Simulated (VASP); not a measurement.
# PtSe₂: training a force field on the fly

PtSe₂, P-3m1 (no. 164), 54 atoms in the cell. PBE, machine-learned force field trained on the fly; PAW potentials Pt, Se (PBE set).

## Input

INCAR.step1:
```
SYSTEM = PtSe2
PREC     = Normal         ! precision mode
ENCUT    = 260            ! plane-wave cutoff, eV
EDIFF    = 1E-5           ! SCF threshold, eV
LREAL    = Auto         
ALGO     = Fast           ! electronic algorithm
NELMIN   = 4            
NELM     = 100            ! most SCF steps
ISYM     = 0            
ISMEAR   = 0              ! smearing method
SIGMA    = 0.05           ! smearing width, eV
LWAVE    = .FALSE.        ! write WAVECAR
LCHARG   = .FALSE.        ! write CHGCAR
IBRION   = 0              ! ionic algorithm
ISIF     = 2              ! what is computed and relaxed
TEBEG    = 750          
POTIM    = 2.0            ! step
RANDOM_SEED= 780042 0 0   
MDALGO   = 1            
ANDERSEN_PROB= 0.1          
NSW      = 80             ! ionic steps
ML_LMLFF = .TRUE.       
ML_MODE  = train        
ML_CTIFOR= 1E-6         
ML_ICRITERIA= 0            
ML_NMDINT= 1             
```

INCAR.step2, as INCAR.step1 but for:
```
- TEBEG = 750
- RANDOM_SEED = 780042 0 0
- MDALGO = 1
- ANDERSEN_PROB = 0.1
- NSW = 80
- ML_CTIFOR = 1E-6
- ML_ICRITERIA = 0
- ML_NMDINT = 1
+ TEBEG = 450
+ RANDOM_SEED = 389023 0 0
+ MDALGO = 3
+ LANGEVIN_GAMMA = 10 10
+ NSW = 1500
+ TEEND = 938
+ ML_CTIFOR = 0.02
```

INCAR.step3:
```
SYSTEM = PtSe2
PREC     = Normal         ! precision mode
ENCUT    = 260            ! plane-wave cutoff, eV
EDIFF    = 1E-5           ! SCF threshold, eV
LREAL    = Auto         
ALGO     = Fast           ! electronic algorithm
NELMIN   = 4            
NELM     = 100            ! most SCF steps
ISYM     = 0            
ISMEAR   = 0              ! smearing method
SIGMA    = 0.05           ! smearing width, eV
LWAVE    = .FALSE.        ! write WAVECAR
LCHARG   = .FALSE.        ! write CHGCAR
ML_LMLFF = .TRUE.       
ML_MODE  = refit         
```

INCAR.step4, as INCAR.step3 but for:
```
- EDIFF = 1E-5
- LREAL = Auto
- ALGO = Fast
- NELMIN = 4
- NELM = 100
- ML_MODE = refit
+ ML_MODE = run
+ NWRITE = 2
+ IBRION = -1
+ NSW = 0
```

INCAR.step5, as INCAR.step4 but for:
```
- ML_LMLFF = .TRUE.
- ML_MODE = run
- NWRITE = 2
- IBRION = -1
- NSW = 0
+ EDIFF = 1E-5
+ LREAL = Auto
+ ALGO = Fast
+ NELMIN = 4
+ NELM = 100
```

INCAR.step6:
```
SYSTEM = PtSe2
PREC     = Normal         ! precision mode
ENCUT    = 260            ! plane-wave cutoff, eV
ISYM     = 0            
ISMEAR   = 0              ! smearing method
SIGMA    = 0.05           ! smearing width, eV
LWAVE    = .FALSE.        ! write WAVECAR
LCHARG   = .FALSE.        ! write CHGCAR
ML_LMLFF = .TRUE.       
ML_MODE  = run          
NWRITE   = 0            
IBRION   = 2              ! ionic algorithm
NSW      = 300            ! ionic steps
EDIFFG   = -2E-4          ! ionic threshold
ISIF     = 2              ! what is computed and relaxed
```

INCAR.step9, as INCAR.step6 but for:
```
- IBRION = 2
- NSW = 300
- EDIFFG = -2E-4
+ IBRION = 6
+ NFREE = 2
+ POTIM = 0.01
+ NSW = 1
+ PHON_LMC = .TRUE.
+ PHON_NSTRUCT = -1
```

KPOINTS:
```
k-points
0
Gamma
  1 1 1
```

POSCAR.step1:
```
PtSe2
1.0
   11.1720000000      0.0000000000      0.0000000000
   -5.5860000000      9.6752358111      0.0000000000
    0.0000000000      0.0000000000     10.1240000000
Pt Se
18 36
Direct
   -0.0048593300     -0.0036096000      0.0076985900
   -0.0000823300     -0.0095737300      0.4969668900
    0.0067532600      0.3360235200      0.0038115200
    0.0034113500      0.3329088400      0.5034586000
   -0.0008064500      0.6679211600     -0.0012944300
    0.0155276500      0.6722705100      0.5139269400
    0.3336871700     -0.0018310200      0.0008151500
    0.3379691100      0.0043725000      0.4990140600
    0.3370794300      0.3318306300      0.0030592500
    0.3265704000      0.3311029300      0.4964848900
    0.3344996300      0.6601852100     -0.0049864400
    0.3332124000      0.6691184000      0.5042499400
    0.6616411200     -0.0030434100     -0.0028991600
    0.6654462600     -0.0036987700      0.4977987100
    0.6713675100      0.3349774600      0.0025904600
    0.6642781500      0.3379608200      0.4997859200
    0.6684508400      0.6561459400      0.0121423200
    0.6688943300      0.6686320400      0.5016112900
    0.2164962900      0.1020071200      0.3747886100
    0.2178703200      0.1090132300      0.8745461500
    0.2177847600      0.4484395200      0.3716832800
    0.2284045400      0.4449767800      0.8714883700
    0.2142902900      0.7657400100      0.3731969200
    0.2194812600      0.7778361100      0.8787776300
    0.5565730100      0.1075750000      0.3717638700
    0.5546751300      0.1077263900      0.8711030500
    0.5488588400      0.4415335300      0.3756970300
    0.5540308700      0.4425911700      0.8764266900
    0.5621233500      0.7813742800      0.3722428600
    0.5518569100      0.7729982600      0.8784791100
    0.8773042200      0.1020222000      0.3777581400
    0.8985056400      0.1138020100      0.8710421700
    0.8882744600      0.4406306000      0.3762652800
    0.8931019900      0.4475685200      0.8771671600
    0.8898454100      0.7795371400      0.3825017300
    0.8898687000      0.7715573100      0.8767417900
    0.1056304600      0.2210174400      0.1238209900
    0.1063949500      0.2186364900      0.6205422100
    0.1140616200      0.5535941000      0.1218467500
    0.1084439100      0.5633967400      0.6198023800
    0.1080860200      0.8796056300      0.1248338000
    0.1147117700      0.8955461600      0.6232546600
    0.4473911600      0.2219486900      0.1320669300
    0.4452959500      0.2227169700      0.6283649700
    0.4456792900      0.5511508200      0.1264310000
    0.4430457200      0.5523626100      0.6197499400
    0.4412491200      0.8839799200      0.1197333800
    0.4464209300      0.8806577500      0.6264927100
    0.7796016800      0.2265444200      0.1195805200
    0.7748319200      0.2148674600      0.6300229500
    0.7709003200      0.5523850600      0.1268794000
    0.7780667700      0.5505787400      0.6250803000
    0.7842527000      0.8915495100      0.1190141200
    0.7820239500      0.8829946400      0.6255359500
```

Commands (each step's output is kept before the next begins):
```
cat potpaw_PBE.64/Pt/POTCAR potpaw_PBE.64/Se/POTCAR > POTCAR
cp INCAR.step1 INCAR
cp POSCAR.step1 POSCAR
mpirun -np 8 vasp_gam > vasp.out
cp ML_ABN ../ML_AB
cp CONTCAR POSCAR
cp ../ML_AB ML_AB
cp INCAR.step2 INCAR
mpirun -np 8 vasp_gam > vasp.out
cp ML_ABN ../ML_AB
cp CONTCAR POSCAR
cp ../ML_AB ML_AB
cp INCAR.step3 INCAR
mpirun -np 8 vasp_gam > vasp.out
cp ML_FFN ../ML_FF
cp ../ML_FF ML_FF
rm ML_AB
cp INCAR.step4 INCAR
mpirun -np 8 vasp_gam > vasp.out
cp INCAR.step5 INCAR
mpirun -np 8 vasp_gam > vasp.out
cp INCAR.step6 INCAR
mpirun -np 8 vasp_gam > vasp.out
cp CONTCAR ../POSCAR.min
cp CONTCAR POSCAR
cp INCAR.step5 INCAR
mpirun -np 8 vasp_gam > vasp.out
cp INCAR.step4 INCAR
mpirun -np 8 vasp_gam > vasp.out
cp INCAR.step9 INCAR
mpirun -np 8 vasp_gam > vasp.out
cp DYNMATFULL ../DYNMATFULL
```

## Result

- Force error of the fit (eV/Å): 0.044
- Energy error of the fit (eV/atom): 0.0004

The training runs are MD at 450 to 938 K, 3.2 ps in all.

Between the relaxed minimum and a frame of the training run, the force field gives 7.500 eV and DFT 7.607 eV.

So the force field is off by 0.11 eV there.

ML_LOGFILE.step1:
```
# STATUS This line describes the overall status of each step.
# STATUS
# STATUS nstep ..... MD time step or input structure counter
# STATUS state ..... One-word description of step action
# STATUS             - "accurate"  (1) : Errors are low, force field is used
# STATUS             - "threshold" (2) : Errors exceeded threshold, structure is sampled from ab initio
# STATUS             - "learning"  (3) : Stored configurations are used for training force field
# STATUS             - "critical"  (4) : Errors are high, ab initio sampling and learning is enforced
# STATUS             - "predict"   (5) : Force field is used in prediction mode only, no error checking
# STATUS             - "predfast"  (6) : Prediction mode only, no error checking, no error estimates
# STATUS             - "interval"  (7) : Errors exceeded threshold, but too close to last sampling (ML_NMDINT)
# STATUS is ........ Integer representation of above one-word description (integer in parenthesis)
# STATUS doabin .... Perform ab initio calculation (T/F)
# STATUS iff ....... Force field available (T/F, False after startup hints to possible convergence problems)
[... 34 lines left out ...]
BEEF                   77   1.92359383E-06   1.36727267E-02   6.11705028E-03   1.00000000E-06   1.61449639E-01   9.78130230E-02
BEEF                   78   1.91345209E-06   1.34670443E-02   6.14762564E-03   1.00000000E-06   1.60860010E-01   9.77140126E-02
BEEF                   79   1.87962549E-06   1.27190698E-02   6.05658164E-03   1.00000000E-06   1.57541338E-01   9.60443883E-02
BEEF                   80   1.87203111E-06   1.26928393E-02   6.07074509E-03   1.00000000E-06   1.55173237E-01   9.53746871E-02
ERR                    77   3.99349533E-04   4.54091890E-02   3.46359579E-01
ERR                    78   4.08847402E-04   4.59297348E-02   3.40802079E-01
ERR                    79   4.10299659E-04   4.54294596E-02   3.47034768E-01
ERR                    80   4.19742276E-04   4.56592300E-02   3.49944355E-01
```

ML_LOGFILE.step2:
```
# STATUS This line describes the overall status of each step.
# STATUS
# STATUS nstep ..... MD time step or input structure counter
# STATUS state ..... One-word description of step action
# STATUS             - "accurate"  (1) : Errors are low, force field is used
# STATUS             - "threshold" (2) : Errors exceeded threshold, structure is sampled from ab initio
# STATUS             - "learning"  (3) : Stored configurations are used for training force field
# STATUS             - "critical"  (4) : Errors are high, ab initio sampling and learning is enforced
# STATUS             - "predict"   (5) : Force field is used in prediction mode only, no error checking
# STATUS             - "predfast"  (6) : Prediction mode only, no error checking, no error estimates
# STATUS             - "interval"  (7) : Errors exceeded threshold, but too close to last sampling (ML_NMDINT)
# STATUS is ........ Integer representation of above one-word description (integer in parenthesis)
# STATUS doabin .... Perform ab initio calculation (T/F)
# STATUS iff ....... Force field available (T/F, False after startup hints to possible convergence problems)
[... 34 lines left out ...]
BEEF                 1497   2.92354212E-06   2.11531967E-02   9.19712786E-03   2.48555191E-02   2.80753050E-01   1.89459448E-01
BEEF                 1498   2.93009851E-06   2.19519136E-02   9.22935534E-03   2.48555191E-02   2.80182199E-01   1.88975381E-01
BEEF                 1499   2.92204470E-06   2.24696974E-02   9.23016224E-03   2.48555191E-02   2.78587007E-01   1.87962124E-01
BEEF                 1500   2.94671202E-06   2.30078297E-02   9.23206990E-03   2.48178637E-02   2.70868353E-01   1.82725583E-01
ERR                  1118   4.62386929E-04   4.75168941E-02   6.52686521E-01
ERR                  1188   5.27444894E-04   4.82075008E-02   6.71686355E-01
ERR                  1295   5.17558984E-04   4.87488221E-02   6.79412260E-01
ERR                  1500   5.17780366E-04   4.90900711E-02   6.88459949E-01
```

ML_LOGFILE.step3:
```
# STATUS This line describes the overall status of each step.
# STATUS
# STATUS nstep ..... MD time step or input structure counter
# STATUS state ..... One-word description of step action
# STATUS             - "accurate"  (1) : Errors are low, force field is used
# STATUS             - "threshold" (2) : Errors exceeded threshold, structure is sampled from ab initio
# STATUS             - "learning"  (3) : Stored configurations are used for training force field
# STATUS             - "critical"  (4) : Errors are high, ab initio sampling and learning is enforced
# STATUS             - "predict"   (5) : Force field is used in prediction mode only, no error checking
# STATUS             - "predfast"  (6) : Prediction mode only, no error checking, no error estimates
# STATUS             - "interval"  (7) : Errors exceeded threshold, but too close to last sampling (ML_NMDINT)
# STATUS is ........ Integer representation of above one-word description (integer in parenthesis)
# STATUS doabin .... Perform ab initio calculation (T/F)
# STATUS iff ....... Force field available (T/F, False after startup hints to possible convergence problems)
[... 19 lines left out ...]
# BEEF bee_max_stress ... Bayesian error estimate of stresses (max) (kB)
# BEEF bee_ave_stress ... Bayesian error estimate of stresses (average) (kB)
# BEEF              nstep       bee_energy    bee_max_force    bee_ave_force        threshold   bee_max_stress   bee_ave_stress
# BEEF                  2                3                4                5                6                7                8
# SPRSC This line shows the results of sparsification regarding the number
# SPRSC of reference structures and local reference configurations.
# SPRSC
STATUS                  0  learning  3      T      F         0         0
STATUS                  1  accurate  1      F      T         1         1
SPRSC                   0       142       142 Pt       209       209 Se       410       410
ERR                     0   4.21788979E-04   4.44696746E-02   5.77262903E-01
```

VASP 6.6.1 took 1114 s on 8 cores (Intel Xeon Platinum 8488C (Sapphire Rapids)), a shared host.
